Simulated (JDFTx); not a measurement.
# NaCl (Fm-3m) in JDFTx: notebook

Runs on NaCl. Level: PBE. Tasks: relaxation of cell and atoms, relaxation of the atoms.

Everything below comes from runs of JDFTx 1.7.0 (patched build). Logs are shortened: lines on timing, memory, paths and dates and some standing lists are left out, and cuts for length are marked. The log counts tension as positive stress, the text compression.

### Step 1. The crystal as given

It takes space group Fm-3m (No. 225, cubic). The conventional cell has a = 5.588 Å, b = 5.588 Å, c = 5.588 Å, α = 90.00°, β = 90.00°, γ = 90.00°. Cl (site symmetry m-3m) has 6 Na at 2.79 Å as nearest neighbours. Around Na (site symmetry m-3m) lie 6 Cl at 2.79 Å.

The cell is a database's computed one.

### Step 2. Relaxation of cell and atoms, PBE

Contents of NaCl.in:

```
lattice Face-Centered Cubic 10.5600285127
coords-type Lattice
ion Cl     0.5000000000     0.5000000000     0.5000000000 1
ion Na     0.0000000000     0.0000000000     0.0000000000 1

ion-species pseudo/Cl.upf
ion-species pseudo/Na.upf
elec-cutoff 44 352
elec-ex-corr gga-PBE
kpoint-folding 6 6 6
elec-smearing Fermi 0.0018374661
elec-n-bands 14
electronic-SCF nIterations 100 energyDiffThreshold 1e-10
electronic-minimize nIterations 30 energyDiffThreshold 1e-7
forces-output-coords Cartesian
lattice-minimize nIterations 30 energyDiffThreshold 1e-7

dump-name run.$VAR
dump End Ecomponents EigStats BandEigs Kpoints Forces Stress
```

Potentials or basis: PseudoDojo-SR-PBE-0.5-standard.

Run with:

```console
> jdftx -c 1 -i NaCl.in -o NaCl.out
```

Standard output:

```text
*************** JDFTx 1.7.0 (patched build) ***************

Input parsed successfully to the following command list (including defaults):

basis kpoint-dependent
coords-type Lattice
core-overlap-check vector
coulomb-interaction Periodic
davidson-band-ratio 1.1
dump End Forces BandEigs EigStats Ecomponents Stress Kpoints
dump-name run.$VAR
elec-cutoff 44 352
elec-eigen-algo Davidson
elec-ex-corr gga-PBE
elec-n-bands 14 1
elec-smearing Fermi 0.00183747
electronic-minimize  \
	dirUpdateScheme      FletcherReeves \
	linminMethod         DirUpdateRecommended \
	nIterations          30 \
	history              15 \
	knormThreshold       0 \
	maxThreshold         no \
	energyDiffThreshold  1e-07 \
	nEnergyDiff          2 \
	convergeAll          no \
	alphaTstart          1 \
	alphaTmin            1e-10 \
	updateTestStepSize   yes \
	alphaTreduceFactor   0.1 \
	alphaTincreaseFactor 3 \
	nAlphaAdjustMax      3 \
	wolfeEnergy          0.0001 \
	wolfeGradient        0.9 \
	abortOnFailedStep    no \
	fdTest               no
electronic-scf  \
	nIterations	100 \
	energyDiffThreshold	1e-10 \
	residualThreshold	1e-07 \
	mixFraction	0.5 \
	qMetric	0.8 \
	history	10 \
	nEigSteps	2 \
	eigDiffThreshold	1e-08 \
	mixedVariable	Density \
	qKerker	0.8 \
	qKappa	-1 \
	verbose	no \
	mixFractionMag	1.5
exchange-regularization WignerSeitzTruncated
fluid None
fluid-ex-corr lda-TF lda-PZ
fluid-gummel-loop 10 1.000000e-05
fluid-minimize  \
	dirUpdateScheme      PolakRibiere \
	linminMethod         DirUpdateRecommended \
	nIterations          100 \
	history              15 \
	knormThreshold       0 \
	maxThreshold         no \
	energyDiffThreshold  0 \
	nEnergyDiff          2 \
	convergeAll          no \
	alphaTstart          1 \
	alphaTmin            1e-10 \
	updateTestStepSize   yes \
	alphaTreduceFactor   0.1 \
	alphaTincreaseFactor 3 \
	nAlphaAdjustMax      3 \
	wolfeEnergy          0.0001 \
	wolfeGradient        0.9 \
	abortOnFailedStep    no \
	fdTest               no
fluid-solvent H2O 55.338 ScalarEOS \
[... 174 lines left out ...]
SCF: Cycle:  1   F: -60.883552360007826   dF: -3.609e-03   |Residual|: 1.418e-02   |deigs|: 1.340e-02
	FillingsUpdate:  mu: +0.100000000  nElectrons: 16.000000
SCF: Cycle:  2   F: -60.883874002531087   dF: -3.216e-04   |Residual|: 2.478e-03   |deigs|: 3.925e-03
	FillingsUpdate:  mu: +0.100000000  nElectrons: 16.000000
SCF: Cycle:  3   F: -60.883876307042563   dF: -2.305e-06   |Residual|: 4.946e-04   |deigs|: 7.352e-04
	FillingsUpdate:  mu: +0.100000000  nElectrons: 16.000000
SCF: Cycle:  4   F: -60.883877086977485   dF: -7.799e-07   |Residual|: 2.202e-04   |deigs|: 3.567e-04
	FillingsUpdate:  mu: +0.100000000  nElectrons: 16.000000
SCF: Cycle:  5   F: -60.883877290778727   dF: -2.038e-07   |Residual|: 5.408e-05   |deigs|: 4.252e-04
	FillingsUpdate:  mu: +0.100000000  nElectrons: 16.000000
[... 43 lines left out ...]
# Energy components:
   Eewald =      -34.7223689899904429
       EH =       20.5157686907229930
     Eloc =      -57.4970078986638242
      Enl =      -12.6158372365854312
      Exc =      -11.4239906591114586
 Exc_core =        1.3621914956914039
       KE =       33.4973672166169223
-------------------------------------
     Etot =      -60.8838773813198344
       TS =        0.0000000000000012
-------------------------------------
        F =      -60.8838773813198344

LatticeMinimize: Iter:   0  F: -60.883877381319834  |grad|_K:  4.103e-03

#--- Lowdin population analysis ---
# oxidation-state Cl -0.647
# oxidation-state Na +0.683

-------- Electronic minimization -----------
Will mix electronic density at each iteration.
	FillingsUpdate:  mu: +0.100000000  nElectrons: 16.000000
	FillingsUpdate:  mu: +0.100000000  nElectrons: 16.000000
SCF: Cycle:  0   F: -60.883894019858658   dF: -2.711e-07   |Residual|: 1.404e-04   |deigs|: 1.161e-04
	FillingsUpdate:  mu: +0.100000000  nElectrons: 16.000000
SCF: Cycle:  1   F: -60.883894043895843   dF: -2.404e-08   |Residual|: 4.528e-05   |deigs|: 1.052e-04
	FillingsUpdate:  mu: +0.100000000  nElectrons: 16.000000
SCF: Cycle:  2   F: -60.883894046715199   dF: -2.819e-09   |Residual|: 8.986e-06   |deigs|: 7.812e-05
	FillingsUpdate:  mu: +0.100000000  nElectrons: 16.000000
SCF: Cycle:  3   F: -60.883894046787361   dF: -7.216e-11   |Residual|: 3.307e-06   |deigs|: 5.805e-05
	FillingsUpdate:  mu: +0.100000000  nElectrons: 16.000000
SCF: Cycle:  4   F: -60.883894046805345   dF: -1.798e-11   |Residual|: 1.377e-06   |deigs|: 4.617e-05
SCF: Converged (|Delta E|<1.000000e-10 for 2 iters).

Setting wave functions to eigenvectors of Hamiltonian
LatticeMinimize: 	Wolfe criterion not satisfied: alpha: 1  (E-E0)/|gdotd0|: -0.989949  gdotd/gdotd0: 0.980022 (taking cubic step)

-------- Electronic minimization -----------
Will mix electronic density at each iteration.
	FillingsUpdate:  mu: +0.100000000  nElectrons: 16.000000
	FillingsUpdate:  mu: +0.100000000  nElectrons: 16.000000
SCF: Cycle:  0   F: -60.883926262716038   dF: -1.080e-06   |Residual|: 2.889e-04   |deigs|: 4.037e-05
	FillingsUpdate:  mu: +0.100000000  nElectrons: 16.000000
SCF: Cycle:  1   F: -60.883926362073275   dF: -9.936e-08   |Residual|: 8.680e-05   |deigs|: 5.973e-05
	FillingsUpdate:  mu: +0.100000000  nElectrons: 16.000000
SCF: Cycle:  2   F: -60.883926372888311   dF: -1.082e-08   |Residual|: 1.755e-05   |deigs|: 3.268e-05
	FillingsUpdate:  mu: +0.100000000  nElectrons: 16.000000
SCF: Cycle:  3   F: -60.883926373099662   dF: -2.114e-10   |Residual|: 6.302e-06   |deigs|: 1.678e-05
	FillingsUpdate:  mu: +0.100000000  nElectrons: 16.000000
SCF: Cycle:  4   F: -60.883926373161842   dF: -6.218e-11   |Residual|: 2.326e-06   |deigs|: 1.356e-05
	FillingsUpdate:  mu: +0.100000000  nElectrons: 16.000000
SCF: Cycle:  5   F: -60.883926373178191   dF: -1.635e-11   |Residual|: 5.939e-07   |deigs|: 1.137e-05
SCF: Converged (|Delta E|<1.000000e-10 for 2 iters).

Setting wave functions to eigenvectors of Hamiltonian
LatticeMinimize: 	Wolfe criterion not satisfied: alpha: 3  (E-E0)/|gdotd0|: -2.91017  gdotd/gdotd0: 0.940376 (taking cubic step)

-------- Electronic minimization -----------
Will mix electronic density at each iteration.
	FillingsUpdate:  mu: +0.100000000  nElectrons: 16.000000
	FillingsUpdate:  mu: +0.100000000  nElectrons: 16.000000
SCF: Cycle:  0   F: -60.883986628623909   dF: -4.318e-06   |Residual|: 5.813e-04   |deigs|: 5.450e-05
	FillingsUpdate:  mu: +0.100000000  nElectrons: 16.000000
SCF: Cycle:  1   F: -60.883986998176873   dF: -3.696e-07   |Residual|: 1.695e-04   |deigs|: 9.841e-05
	FillingsUpdate:  mu: +0.100000000  nElectrons: 16.000000
SCF: Cycle:  2   F: -60.883987038763863   dF: -4.059e-08   |Residual|: 3.324e-05   |deigs|: 4.354e-05
	FillingsUpdate:  mu: +0.100000000  nElectrons: 16.000000
SCF: Cycle:  3   F: -60.883987039323848   dF: -5.600e-10   |Residual|: 1.254e-05   |deigs|: 3.863e-06
	FillingsUpdate:  mu: +0.100000000  nElectrons: 16.000000
SCF: Cycle:  4   F: -60.883987039504220   dF: -1.804e-10   |Residual|: 4.486e-06   |deigs|: 4.877e-06
	FillingsUpdate:  mu: +0.100000000  nElectrons: 16.000000
SCF: Cycle:  5   F: -60.883987039544245   dF: -4.002e-11   |Residual|: 1.302e-06   |deigs|: 2.671e-06
	FillingsUpdate:  mu: +0.100000000  nElectrons: 16.000000
[... 281 lines left out ...]
# Energy components:
   Eewald =      -34.0568812430631951
       EH =       20.9114884087221995
     Eloc =      -58.5396609413616460
      Enl =      -12.6152519438241377
      Exc =      -11.4131444399873434
 Exc_core =        1.3621914794826866
       KE =       33.4669347188107054
-------------------------------------
     Etot =      -60.8843239612207299

LatticeMinimize: Iter:   5  F: -60.884323961220730  |grad|_K:  1.861e-07  alpha:  1.000e+00  linmin:  1.000e+00
LatticeMinimize: Converged (|Delta F|<1.000000e-07 for 2 iters).

#--- Lowdin population analysis ---
# oxidation-state Cl -0.651
# oxidation-state Na +0.688

Dumping 'run.eigStats' ...
	eMin: -1.769347 at state 0 ( [ +0.000000 +0.000000 +0.000000 ] spin 0 )
	HOMO: +0.030700 at state 0 ( [ +0.000000 +0.000000 +0.000000 ] spin 0 )
	mu  : +0.100000
	LUMO: +0.214217 at state 0 ( [ +0.000000 +0.000000 +0.000000 ] spin 0 )
	eMax: +0.613501 at state 15 ( [ +0.166667 +0.500000 -0.333333 ] spin 0 )
	HOMO-LUMO gap: +0.183516
	Optical gap  : +0.183516 at state 0 ( [ +0.000000 +0.000000 +0.000000 ] spin 0 )
Done!
[note: mu as printed may lie anywhere between the filled and the empty levels]
```

Wall time 1.7 min (1 thread of Intel Xeon 6975P-C (Granite Rapids), shared host); peak memory 0.14 GiB.

What came out:

- Free energy: -1656.7469 eV
- Relaxed volume: 23.12 Å³/atom
- Relaxed cell: a = 4.029 Å, b = 4.029 Å, c = 4.029 Å, α = 60.00°, β = 60.00°, γ = 60.00°
- Space group after relaxing (to 0.05 Å): Fm-3m (No. 225)
- Energy gained by relaxing: 6.1 meV/atom
- Ionic steps: 6
- Pressure after relaxing: 0.0 GPa
- Band gap on the k mesh: 4.99 eV, direct
- Loewdin charges: Cl -0.65; Na +0.69 e

Step by step:
```
step  energy change (eV)  largest force (eV/Å)  pressure (GPa)  volume (Å³)
   1              0.0000                0.0000            1.57        43.63
   2             -0.0030                0.0000            1.35        43.95
   3             -0.0121                0.0000            0.12        46.01
   4             -0.0122                0.0000            0.01        46.21
   5             -0.0122                0.0000            0.00        46.23
   6             -0.0122                0.0000            0.00        46.23
```

Final structure:
```xyz
2
Lattice="0.0000 2.8487 2.8487 2.8487 0.0000 2.8487 2.8487 2.8487 0.0000" Properties=species:S:1:pos:R:3 pbc="T T T"
Cl    2.8487    2.8487    2.8487
Na    0.0000    0.0000    0.0000
```

Levels at points of the mesh, in eV from the valence-band top:
| k point | band 6 | band 7 | band 8 | band 9 | band 10 | band 11 |
| --- | --- | --- | --- | --- | --- | --- |
| (0.00, 0.00, 0.00) | 0.00 | 0.00 | 0.00 | 4.99 | 11.02 | 11.02 |
| (0.00, 0.00, 0.50) | -1.83 | -0.25 | -0.25 | 7.21 | 10.38 | 10.82 |
| (0.00, 0.50, 0.50) | -1.58 | -0.57 | -0.57 | 7.43 | 8.08 | 11.11 |

A hybrid or GW would open this gap; PBE tends to underestimate it.

### Step 3. Relaxation of the atoms, PBE (relaxed cell strained by 0.01 in Voigt component 1)

Contents of NaCl.in:

```
lattice \
    0.0000000000     5.4370219001     5.4370219001 \
    5.3831900001     0.0000000000     5.3831900001 \
    5.3831900001     5.3831900001     0.0000000000
coords-type Lattice
ion Cl     0.5000000100     0.5000000100     0.5000000100 1
ion Na     0.0000000000     0.0000000000     0.0000000000 1

ion-species pseudo/Cl.upf
ion-species pseudo/Na.upf
elec-cutoff 44 352
elec-ex-corr gga-PBE
kpoint-folding 6 6 6
elec-smearing Fermi 0.0018374661
elec-n-bands 14
electronic-SCF nIterations 100 energyDiffThreshold 1e-10
electronic-minimize nIterations 30 energyDiffThreshold 1e-7
forces-output-coords Cartesian
ionic-minimize nIterations 20 energyDiffThreshold 1e-8 knormThreshold 2e-5

dump-name run.$VAR
dump End Ecomponents EigStats BandEigs Kpoints Forces Stress ElecDensity Dtot KEdensity
```

Potentials or basis: PseudoDojo-SR-PBE-0.5-standard.

Run with:

```console
> jdftx -c 1 -i NaCl.in -o NaCl.out
```

Standard output:

```text
*************** JDFTx 1.7.0 (patched build) ***************

Input parsed successfully to the following command list (including defaults):
[... the input with its defaults ...]

---------- Setting up symmetries ----------

Non-trivial transmission matrix:
[   1   0   0  ]
[   0   1   0  ]
[   0  -1   1  ]
with reduced lattice vectors:
[      0.000000      0.000000      5.437022  ]
[      5.383190     -5.383190      5.383190  ]
[      5.383190      5.383190      0.000000  ]

Found 16 point-group symmetries of the bravais lattice
Found 16 space-group symmetries with basis
Applied RMS atom displacement 9.35514e-08 bohrs to make symmetries exact.

---------- Initializing the Grid ----------
R =
[            0      5.43702      5.43702  ]
[      5.38319            0      5.38319  ]
[      5.38319      5.38319            0  ]
unit cell volume = 315.116
G =
[  -0.577815   0.583593   0.583593  ]
[   0.577815  -0.583593   0.583593  ]
[   0.577815   0.583593  -0.583593  ]
Minimum fftbox size, Smin = [  68  68  68  ]
Chosen fftbox size, S = [  70  70  70  ]

---------- Initializing tighter grid for wavefunction operations ----------
R =
[            0      5.43702      5.43702  ]
[      5.38319            0      5.38319  ]
[... 93 lines left out ...]
SCF: Cycle: 10   F: -60.884301623304310   dF: -4.699e-10   |Residual|: 3.762e-07   |deigs|: 2.529e-04
	FillingsUpdate:  mu: +0.082807498  nElectrons: 16.000000
SCF: Cycle: 11   F: -60.884301623533020   dF: -2.287e-10   |Residual|: 5.591e-07   |deigs|: 5.494e-04
	FillingsUpdate:  mu: +0.082807825  nElectrons: 16.000000
SCF: Cycle: 12   F: -60.884301623571979   dF: -3.896e-11   |Residual|: 8.732e-08   |deigs|: 3.102e-04
	FillingsUpdate:  mu: +0.082807791  nElectrons: 16.000000
SCF: Cycle: 13   F: -60.884301623591320   dF: -1.934e-11   |Residual|: 1.514e-07   |deigs|: 4.993e-04
SCF: Converged (|Delta E|<1.000000e-10 for 2 iters).

Setting wave functions to eigenvectors of Hamiltonian

# Stress tensor in Cartesian coordinates [Eh/a0^3]:
[  1.49187e-05            0            0  ]
[            0  3.85826e-06            0  ]
[            0            0  3.85826e-06  ]

# Ionic positions in lattice coordinates:
ion Cl   0.500000005000000   0.500000005000000   0.500000005000000 1
ion Na   0.000000005000000   0.000000005000000   0.000000005000000 1

# Forces in Cartesian coordinates:
force Cl  -0.000000000000000   0.000000000000000  -0.000000000000000 1
force Na  -0.000000000000000  -0.000000000000000   0.000000000000000 1

# Energy components:
   Eewald =      -33.9429872513958628
       EH =       20.9804776135277606
     Eloc =      -58.7196082869358733
      Enl =      -12.6151698282578391
      Exc =      -11.4114239469406815
 Exc_core =        1.3621915008856262
       KE =       33.4622185755255472
-------------------------------------
     Etot =      -60.8843016235913197
       TS =        0.0000000000000007
-------------------------------------
        F =      -60.8843016235913197

IonicMinimize: Iter:   0  F: -60.884301623591320  |grad|_K:       -nan
IonicMinimize: 	Bad step direction: g.d > 0.
IonicMinimize: 	Undoing step.

#--- Lowdin population analysis ---
# oxidation-state Cl -0.652
# oxidation-state Na +0.688

-------- Electronic minimization -----------
Will mix electronic density at each iteration.
	FillingsUpdate:  mu: +0.082807791  nElectrons: 16.000000
	FillingsUpdate:  mu: +0.082807929  nElectrons: 16.000000
SCF: Cycle:  0   F: -60.884301623593544   dF: -2.217e-12   |Residual|: 4.294e-08   |deigs|: 2.829e-04
	FillingsUpdate:  mu: +0.082807916  nElectrons: 16.000000
SCF: Cycle:  1   F: -60.884301623595796   dF: -2.252e-12   |Residual|: 4.176e-08   |deigs|: 3.513e-04
SCF: Converged (|Delta E|<1.000000e-10 for 2 iters).

Setting wave functions to eigenvectors of Hamiltonian
IonicMinimize: 	Step failed along negative gradient direction.
IonicMinimize: Probably at roundoff error limit. (Stopping)

Dumping 'run.eigStats' ...
	eMin: -1.772732 at state 0 ( [ +0.000000 +0.000000 +0.000000 ] spin 0 )
	HOMO: +0.028265 at state 0 ( [ +0.000000 +0.000000 +0.000000 ] spin 0 )
	mu  : +0.082808
	LUMO: +0.210240 at state 0 ( [ +0.000000 +0.000000 +0.000000 ] spin 0 )
	eMax: +0.618399 at state 10 ( [ +0.000000 +0.333333 +0.500000 ] spin 0 )
	HOMO-LUMO gap: +0.181975
	Optical gap  : +0.181975 at state 0 ( [ +0.000000 +0.000000 +0.000000 ] spin 0 )
Done!
[note: mu as printed may lie anywhere between the filled and the empty levels]
```

Wall time 62 s (1 thread of Intel Xeon 6975P-C (Granite Rapids), shared host); peak memory 0.19 GiB.

Results:

* Free energy: -1656.7462 eV
* Pressure after relaxing: -0.2 GPa
* Band gap on the k mesh: 4.95 eV, direct
* Loewdin charges: Cl -0.65; Na +0.69 e

Stress tensor (GPa, compression positive):
```
-0.44  0.00  0.00
 0.00 -0.11  0.00
 0.00  0.00 -0.11
```

Final structure:
```yaml
crystal:
  lattice:
    - [0.00000, 2.84866, 2.84866]
    - [2.87715, 0.00000, 2.84866]
    - [2.87715, 2.84866, 0.00000]
  atoms:
    - { symbol: Cl, position: [0.50000, 0.50000, 0.50000] }
    - { symbol: Na, position: [0.00000, 0.00000, 0.00000] }
```

Levels at points of the mesh, in eV from the valence-band top:
```csv
k point,band 6,band 7,band 8,band 9,band 10,band 11
"(0.00, 0.00, 0.00)",-0.01,-0.01,0.00,4.95,10.96,11.03
"(0.00, 0.00, 0.50)",-1.81,-0.25,-0.24,7.18,10.30,10.75
"(0.00, 0.50, 0.50)",-1.56,-0.55,-0.55,7.40,8.11,10.97
"(0.50, 0.00, 0.50)",-1.56,-0.58,-0.55,7.40,8.07,11.06
```

Caveat: the relaxation stopped at its first step, so nothing moved.

(Continued in part 2 of 2.)
